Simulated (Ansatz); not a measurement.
# RbBr: the cost of one run

Method: DFT PBE, scalar-relativistic, plane waves, PAW, in Ansatz 0.2.0.

## Step 1: The system as given

Symmetry: Pm-3m, No. 221, cubic system. Conventional cell: a = 4.126 Å, b = 4.126 Å, c = 4.126 Å, α = 90.00°, β = 90.00°, γ = 90.00°. Rb (site symmetry m-3m) is surrounded by 8 Br at 3.57 Å. Br (site symmetry m-3m) has 8 Rb at 3.57 Å as nearest neighbours.

Coordinates:

```xyz
2
Lattice="4.1261 0.0000 0.0000 0.0000 4.1261 0.0000 0.0000 0.0000 4.1261" Properties=species:S:1:pos:R:3 pbc="T T T"
Rb    0.0000    0.0000    0.0000
Br    2.0630    2.0630    2.0630
```

It goes back to an entry of the Materials Project, which need not be the stable form.

No relaxation comes first: the listed cell is the starting point.

## Step 2: Zero of the scan

input.yaml reads:

```yaml
crystal:
  lattice:
    - [4.1260773, 0.0, 0.0]
    - [0.0, 4.1260773, 0.0]
    - [0.0, 0.0, 4.1260773]
  atoms:
    - { symbol: Rb, position: [0.0, 0.0, 0.0] }
    - { symbol: Br, position: [0.5, 0.5, 0.5] }
basis:
  ecutwfc: 420
kpoints:
  mp_grid: { grid: [6, 6, 6] }
hamiltonian:
  xc: pbe
scf:
  occupations: { method: gaussian, width: 0.05 }
output:
  forces: true
  stress: true
  eigenvalues: true
```

Command:

```
> ansatz run input.yaml --threads 1 --pin off --max-ram 1228MiB --backend cpu --events-out ev --progress --plain --runs-dir out
```

Q: Estimate wall time and peak memory on 1 thread of an Arm CPU, shared host.

About 1.4 s, with a peak of 0.28 GiB.
